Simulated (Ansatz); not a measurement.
## Work and stress of cleavage in AlN

Method: DFT r2SCAN, scalar-relativistic, plane waves, PAW in Ansatz 0.2.0. The runs took a 500 eV cutoff, a Γ-centred 5×7×3 mesh and Gaussian smearing (0.05 eV). No spin polarisation. Energies are free energies at this smearing, counted from the undisturbed cell; pressure is positive in compression.

The starting cell (relaxed at this level; this zinc-blende form isn't the usual structure):

```
CELL_PARAMETERS angstrom
4.36980 0.00000 0.00000
0.00000 2.18490 -2.18490
0.00000 6.55470 6.55470
ATOMIC_POSITIONS crystal
Al 0.00000 0.00000 0.24998
Al 0.50000 0.50000 0.41665
Al 0.00000 0.00000 0.58332
Al 0.50000 0.50000 0.74998
Al 0.00000 0.00000 0.91665
Al 0.50000 0.50000 0.08332
N 0.75000 0.00000 0.41665
N 0.25000 0.50000 0.58332
N 0.75000 0.00000 0.74998
N 0.25000 0.50000 0.91665
N 0.75000 0.00000 0.08332
N 0.25000 0.50000 0.24998
```

The cut lies on the cell's a–b face, a (0 -1 1) plane (indices in the standard cell, whose axes needn't be the Cartesian ones shown) of area 13.50 Å², between layers 1.54 Å apart. Vector c is lengthened by d along the normal with the atoms' Cartesian places fixed: one unrelaxed cut a cell. The traction is positive where the two halves pull on each other.

```
d (Å) energy (J/m²) traction (GPa)
-0.30           1.52          -119.8
-0.15           0.32           -46.0
 0.00           0.00             0.0
 0.25           0.54            36.5
 0.50           1.60            45.3
 0.75           2.70            42.0
 1.00           3.66            34.4
 1.50           4.97            18.7
 2.00           5.64             8.9
 3.00           6.10             2.0
 4.50           6.22             0.2
 6.00           6.23             0.0
```

Q: What are the work of separation and the cleavage stress, and do they fit the universal binding curve?

A: The energy levels off near W ≈ 6.23 J/m² (the traction is down to 0.0 GPa), the energy of the two unrelaxed faces, 3.12 J/m² each on average. The largest sampled traction is 45.3 GPa at d = 0.50 Å, and a parabola through it and its two neighbours peaks at σ_max ≈ 45.6 GPa, d ≈ 0.56 Å. The curve E = W[1 − (1 + d/ℓ)exp(−d/ℓ)] peaks in traction at d = ℓ with σ_max = W/(eℓ); with 1 J/m² per Å = 10 GPa this W and σ_max give ℓ = 0.50 Å. A parabola through that curve at the same three d peaks at 0.54 Å, against 0.56 Å here, a fair fit. Real crystals break at far lower stress, because cracks concentrate it, and on the plane of lowest W, which needn't be this one.

The cut is rigid; relaxing the faces lowers these energies and usually the stresses.

Cost: 12 runs of about 6.1 core-minutes in all, on Intel Xeon Platinum 8259CL (Skylake/Cascade Lake) (shared hosts).